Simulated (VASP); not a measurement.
# La2O3 (P-3m1) in VASP: notebook

The runs below take La2O3 through single point, with PBEsol.

Everything below comes from runs of VASP 6.6.1. Logs are shortened: lines on timing, memory, paths and dates and some standing lists are left out, and cuts for length are marked.

### 1 Starting point

The structure is trigonal, space group P-3m1 (No. 164). The conventional cell has a = 3.931 Å, b = 3.931 Å, c = 6.112 Å, α = 90.00°, β = 90.00°, γ = 120.00°. Around La (site symmetry 3m) lie 4 O at 2.36 to 2.44 Å. O (site symmetry -3m) has 6 La at 2.72 Å as nearest neighbours. O (site symmetry 3m) has 4 La at 2.36 to 2.44 Å as nearest neighbours.

The cell is a database's computed one.

### 2 Single point, PBEsol

INCAR reads:

```
PREC = Accurate
ENCUT = 900
EDIFF = 1E-8
ISMEAR = 0
SIGMA = 0.05
LREAL = F
LASPH = T
NELM = 100
ALGO = Normal
ISIF = 2
LWAVE = F
LCHARG = F
GGA = PS
ADDGRID = F
```

KPOINTS reads:

```
Automatic mesh
0
Gamma
  11 11 7
```

POSCAR reads:

```
La2O3
1.0
    3.9307778780      0.0000000000      0.0000000000
   -1.9653889390      3.4041534990      0.0000000000
    0.0000000000      0.0000000000      6.1119535200
La O
2 3
Direct
    0.3333333333      0.6666666667      0.2462356800
    0.6666666667      0.3333333333      0.7537643200
    0.0000000000      0.0000000000      0.0000000000
    0.3333333333      0.6666666667      0.6458906500
    0.6666666667      0.3333333333      0.3541093500
```

Potentials or basis: VASP PAW PBE potentials, release 64 (La, O).

The run is started by

```sh
$ cat potpaw_PBE.64/La/POTCAR potpaw_PBE.64/O/POTCAR > POTCAR
$ mpirun -np 1 vasp_std > vasp.out
```

OUTCAR:

```text
PREC = Accurate
   ENCUT = 900
   EDIFF = 1E-8
   ISMEAR = 0
   LREAL = F
   LASPH = T
   NELM = 100
   ISIF = 2
   GGA = PS

 ion  position               nearest neighbor table
   1  0.333  0.667  0.246-   5 2.36   5 2.36   5 2.36   4 2.44   3 2.72   3 2.72   3 2.72
   2  0.667  0.333  0.754-   4 2.36   4 2.36   4 2.36   5 2.44   3 2.72   3 2.72   3 2.72
   3  0.000  0.000  0.000-   1 2.72   2 2.72   2 2.72   1 2.72   2 2.72   1 2.72
   4  0.333  0.667  0.646-   2 2.36   2 2.36   2 2.36   1 2.44
   5  0.667  0.333  0.354-   1 2.36   1 2.36   1 2.36   2 2.44

  LATTYP: Found a hexagonal cell.
 ALAT       =     3.9307778780
 C/A-ratio  =     1.5548966921

  Lattice vectors:

 A1 = (   3.9307778780,   0.0000000000,   0.0000000000)
 A2 = (  -1.9653889390,   3.4041534990,   0.0000000000)
 A3 = (   0.0000000000,   0.0000000000,   6.1119535200)

Analysis of symmetry for initial positions (statically):
=====================================================================
 Subroutine PRICEL returns:
 Original cell was already a primitive cell.

 Routine SETGRP: Setting up the symmetry group for a
 hexagonal supercell.

 Subroutine GETGRP returns: Found 12 space group operations
 (whereof 12 operations were pure point group operations)
 out of a pool of 24 trial point group operations.

The static configuration has the point symmetry D_3d.

Analysis of symmetry for dynamics (positions and initial velocities):
=====================================================================
 Subroutine PRICEL returns:
 Original cell was already a primitive cell.

 Routine SETGRP: Setting up the symmetry group for a
 hexagonal supercell.

 Subroutine GETGRP returns: Found 12 space group operations
 (whereof 12 operations were pure point group operations)
 out of a pool of 24 trial point group operations.

The dynamic configuration has the point symmetry D_3d.

 Subroutine INISYM returns: Found 12 space group operations
 (whereof 12 operations are pure point group operations),
 and found     1 'primitive' translations

----------------------------------------------------------------------------------------

                                     Primitive cell

  volume of cell :      81.7839

  direct lattice vectors                    reciprocal lattice vectors
     3.930777878  0.000000000  0.000000000     0.254402571  0.146879393  0.000000000
    -1.965388939  3.404153499  0.000000000     0.000000000  0.293758786  0.000000000
     0.000000000  0.000000000  6.111953520     0.000000000  0.000000000  0.163613810

  length of vectors
     3.930777878  3.930777878  6.111953520     0.293758786  0.293758786  0.163613810

  position of ions in fractional coordinates (direct lattice)
     0.333333333  0.666666667  0.246235680
     0.666666667  0.333333333  0.753764320
     0.000000000  0.000000000  0.000000000
     0.333333333  0.666666667  0.645890650
     0.666666667  0.333333333  0.354109350

  ion indices of the primitive-cell ions
   primitive index   ion index
                 1           1
                 2           2
                 3           3
                 4           4
                 5           5

----------------------------------------------------------------------------------------

 KPOINTS: Automatic mesh

Automatic generation of k-mesh.
 Grid dimensions read from file:
 generate k-points for:   11   11    7

 Generating k-lattice:

  Cartesian coordinates                     Fractional coordinates (reciprocal lattice)
     0.023127506  0.013352672  0.000000000     0.090909091  0.000000000  0.000000000
     0.000000000  0.026705344  0.000000000     0.000000000  0.090909091  0.000000000
     0.000000000  0.000000000  0.023373401     0.000000000  0.000000000  0.142857143

  Length of vectors
     0.026705344  0.026705344  0.023373401

  Shift w.r.t. Gamma in fractional coordinates (k-lattice)
     0.000000000  0.000000000  0.000000000

 Subroutine IBZKPT returns following result:
 ===========================================

 Found     94 irreducible k-points:

 Following reciprocal coordinates:
            Coordinates               Weight
  0.000000  0.000000  0.000000      1.000000
  0.090909  0.000000  0.000000      6.000000
  0.181818  0.000000  0.000000      6.000000
  0.272727 -0.000000  0.000000      6.000000
  0.363636  0.000000  0.000000      6.000000
  0.454545  0.000000  0.000000      6.000000
[... 16 lines left out ...]
  0.000000  0.272727  0.142857      6.000000
  0.363636  0.000000  0.142857      6.000000
 [... further k-points ...]
   k-points           NKPTS =     94   k-points in BZ     NKDIM =     94   number of bands    NBANDS=     24
   number of dos      NEDOS =    301   number of ions     NIONS =      5
   total plane-waves  NPLWV =  96000
   dimension x,y,z NGX =    40 NGY =   40 NGZ =   60
   dimension x,y,z NGXF=    80 NGYF=   80 NGZF=  120
   ions per type =               2   3
   NGX,Y,Z   is equivalent  to a cutoff of  16.92, 16.92, 16.32 a.u.
   NGXF,Y,Z  is equivalent  to a cutoff of  33.83, 33.83, 32.64 a.u.
 SYSTEM =  unknown system
   PREC   = accura    normal or accurate (medium, high low for compatibility)
   ISTART =      0    job   : 0-new  1-cont  2-samecut
   ICHARG =      2    charge: 1-file 2-atom 10-const
   ISPIN  =      1    spin polarized calculation?
   LNONCOLLINEAR =      F non collinear calculations
   LSORBIT =      F    spin-orbit coupling
   LASPH  =      T    aspherical Exc in radial PAW
   ENCUT  =  900.0 eV  66.15 Ry    8.13 a.u.   9.62  9.62 14.95*2*pi/ulx,y,z
   NELM   =    100;   NELMIN=  2; NELMDL= -5     # of ELM steps
   EDIFF  = 0.1E-07   stopping-criterion for ELM
   LREAL  =      F    real-space projection
   EDIFFG = 0.1E-06   stopping-criterion for IOM
   NSW    =      0    number of steps for IOM
   IBRION =     -1    ionic relax: 0-MD 1-quasi-New 2-CG
   NFREE  =      0    steps in history (QN), initial steepest desc. (CG)
   ISIF   =      2    stress and relaxation
   ISYM   =      2    0-nonsym 1-usesym 2-fastsym
   POTIM  = 0.5000    time-step for ionic-motion
   TEBEG  =    0.0;   TEEND  =   0.0 temperature during run
   PSTRESS=    0.0 pullay stress
   NELECT =      40.0000    total number of electrons
   NUPDOWN=      -1.0000    fix difference up-down
   EMIN   =  10.00;   EMAX   =-10.00  energy-range for DOS
   EFERMI =   0.00;   METHOD = LEGACY
   ISMEAR =     0;   SIGMA  =   0.05  broadening in eV -4-tet -1-fermi 0-gaus
   EFERMI_NEDOS =   21; number of points for ismear=-14 and -15
   IALGO  =     38    algorithm
   IMIX   =      4    mixing-type and parameters
     AMIX     =   0.40;   BMIX     =  1.00
     AMIX_MAG =   1.60;   BMIX_MAG =  1.00
  volume/ion in A,a.u.               =      16.36       110.38
  Fermi-wavevector in a.u.,A,eV,Ry     =   1.289849  2.437462 22.636161  1.663711
  Thomas-Fermi vector in A             =   2.421717
   LORBIT       =      0    0 simple, 1 ext, 2 COOP (PROOUT), +10 PAW based schemes
   GGA     = PS    functional components
   LHFCALC =     F    Hartree Fock is set to
   AEXX    =    0.0000 exact exchange contribution
   IVDW    =     0    specifies the selected vdW correction
   LEPSILON=     F    determine dielectric tensor
   LRPA    =     F    only Hartree local field effects (RPA)
 non-spin polarized calculation
 Gauss-broadening in eV      SIGMA  =   0.05
  energy-cutoff  :      900.00
  volume of cell :       81.78
 maximum number of plane-waves:      5069
 NGX is ok and might be reduce to    40
   NGX = 19   NGY = 19   NGZ = 29

 number of electron      40.0000000 magnetization

 Free energy of the ion-electron system (eV)
  ---------------------------------------------------
  ext. energy  EPLUGINS =         0.00000000
  ---------------------------------------------------
  free energy    TOTEN  =       -43.70741208 eV

  energy without entropy =      -43.70741208  energy(sigma->0) =      -43.70741208

 E-fermi :   6.0992     XC(G=0): -10.7218

 val. band max:        5.7876197853   @ k =   0.4545   0.0000   0.4286
 cond. band min:       9.6176098644   @ k =   0.3636   0.2727   0.0000
 fundamental gap:      3.8299900791
 Fermi energy:         6.0991770173

 k-point     1 :       0.0000    0.0000    0.0000
  band No.  band energies     occupation
      1     -23.9379      2.00000
      2     -23.6888      2.00000
      3     -11.0581      2.00000
      4      -9.7685      2.00000
      5      -9.3363      2.00000
      6      -7.4131      2.00000
[... 16 lines left out ...]
     23      10.3890      0.00000
     24      10.9097      0.00000

 k-point     2 :       0.0909    0.0000    0.0000
  band No.  band energies     occupation
      1     -23.9232      2.00000
      2     -23.6827      2.00000
      3     -11.0541      2.00000
      4      -9.9346      2.00000
      5      -9.4646      2.00000
      6      -7.4485      2.00000
[... 16 lines left out ...]
     23      10.4570      0.00000
     24      10.9253      0.00000

 k-point     3 :       0.1818    0.0000    0.0000
  band No.  band energies     occupation
      1     -23.8826      2.00000
      2     -23.6672      2.00000
      3     -11.0715      2.00000
      4     -10.3173      2.00000
      5      -9.6818      2.00000
      6      -7.5364      2.00000
[... 16 lines left out ...]
     23      10.6306      0.00000
     24      11.0784      0.00000
[... 514 lines left out ...]
 k-point    23 :       0.0000    0.2727    0.1429
  band No.  band energies     occupation
      1     -23.8175      2.00000
      2     -23.6582      2.00000
      3     -11.1836      2.00000
      4     -10.7950      2.00000
      5      -9.5885      2.00000
      6      -7.6172      2.00000
[... 16 lines left out ...]
     23      10.8848      0.00000
     24      11.0658      0.00000

 k-point    24 :       0.3636    0.0000    0.1429
  band No.  band energies     occupation
      1     -23.7605      2.00000
      2     -23.6455      2.00000
      3     -11.3436      2.00000
      4     -11.0362      2.00000
      5      -9.7120      2.00000
      6      -7.7167      2.00000
[... 16 lines left out ...]
     23      10.9511      0.00000
     24      11.1199      0.00000

 [... further k-points ...]
[... 5 lines left out ...]
  --------------------------------------------------------------------------------------
  -------------------------------------------------------------------------------------
  Total       -1.6839281     -1.6839281     -1.4997139      0.0000000      0.0000000      0.0000000
  in kB      -32.9887940    -32.9887940    -29.3799687      0.0000000      0.0000000      0.0000000
  external PRESSURE =     -31.7858522 kB  Pullay stress =       0.0000000 kB

 VOLUME and BASIS-vectors are now :
 -----------------------------------------------------------------------------
  energy-cutoff  :      900.00
  volume of cell :       81.78
      direct lattice vectors                 reciprocal lattice vectors
     3.930777878  0.000000000  0.000000000     0.254402571  0.146879393  0.000000000
    -1.965388939  3.404153499  0.000000000     0.000000000  0.293758786  0.000000000
     0.000000000  0.000000000  6.111953520     0.000000000  0.000000000  0.163613810

 POSITION                                       TOTAL-FORCE (eV/Angst)
 -----------------------------------------------------------------------------------
     -0.00000      2.26944      1.50498        -0.000000      0.000000      0.103795
      1.96539      1.13472      4.60697        -0.000000     -0.000000     -0.103795
      0.00000      0.00000      0.00000        -0.000000      0.000000      0.000000
     -0.00000      2.26944      3.94765         0.000000      0.000000     -0.003945
      1.96539      1.13472      2.16430         0.000000      0.000000      0.003945
 -----------------------------------------------------------------------------------
    total drift:                               -0.000000     -0.000000     -0.000000

  FREE ENERGIE OF THE ION-ELECTRON SYSTEM (eV)
  ---------------------------------------------------
  free  energy   TOTEN  =       -43.7074120805 eV

  energy  without entropy=      -43.7074120805  energy(sigma->0) =      -43.70741208
```

It took 14 min on 1 thread of Intel Xeon Platinum 8375C at 2.90GHz (Ice Lake), shared host; peak memory 0.6 GiB.

Results:

```yaml
Free_energy: -43.7074 eV
Pressure: -3.2 GPa
Largest_force: 0.104 eV/Å
Band_gap_on_the_k_mesh: 3.83 eV, indirect (least direct gap 3.93 eV)
```

Forces in eV/Å, atoms in the order of the input:
```
La   0.000  0.000  0.104
La   0.000  0.000 -0.104
O    0.000  0.000  0.000
O    0.000  0.000 -0.004
O    0.000  0.000  0.004
```

Caveat: the PAW data sets were made with another functional, which shifts forces and pressure a little; spin-orbit coupling is left out, which moves the levels of the heavy elements; an odd mesh through Γ misses points on the zone boundary, where band edges often lie.

### 3 Single point, PBEsol

INCAR is that of step 2.

KPOINTS is that of step 2.

POSCAR reads:

```
La2O3
1.0
    3.9307778780      0.0000000000      0.0000000000
   -1.9653889390      3.4041534990      0.0000000000
    0.0000000000      0.0000000000      6.1119535200
La O
2 3
Direct
    0.3317020000      0.6526930000      0.2465060000
    0.6807300000      0.3373410000      0.7483670000
   -0.0320550000     -0.0080820000      0.0098950000
    0.3371550000      0.6705550000      0.6506220000
    0.6736080000      0.3542420000      0.3601810000
```

Potentials or basis: VASP PAW PBE potentials, release 64 (La, O).

The run is started by

```sh
$ cat potpaw_PBE.64/La/POTCAR potpaw_PBE.64/O/POTCAR > POTCAR
$ mpirun -np 1 vasp_std > vasp.out
```

Run time: 63 min. Hardware: 1 thread of Intel Xeon Platinum 8375C at 2.90GHz (Ice Lake), shared host; peak memory 1.8 GiB.

The run converged. Its results:

| Property | Result |
| --- | --- |
| Free energy | -43.6401 eV |
| Pressure | -1.9 GPa |
| Largest force | 0.652 eV/Å |
| Band gap on the k mesh | 3.73 eV, indirect (least direct gap 3.91 eV) |

Forces in eV/Å, atoms in the order of the input:
```
La  -0.156  0.493 -0.136
La  -0.231  0.011  0.413
O    0.197  0.159 -0.087
O    0.044 -0.029 -0.158
O    0.146 -0.635 -0.031
```

Stress tensor (GPa, compression positive):
```
-0.81  0.15 -0.26
 0.15 -3.49 -0.74
-0.26 -0.74 -1.55
```

Levels at points of the mesh, in eV from the valence-band top:
```csv
k point,band 17,band 18,band 19,band 20,band 21,band 22,band 23,band 24
"(0.00, 0.00, 0.00)",-1.66,-0.47,-0.33,-0.14,4.17,4.62,4.67,5.06
```

Caveat: the PAW data sets were made with another functional, which shifts forces and pressure a little; spin-orbit coupling is left out, which moves the levels of the heavy elements; an odd mesh through Γ misses points on the zone boundary, where band edges often lie.

[end of part 1 of 2]
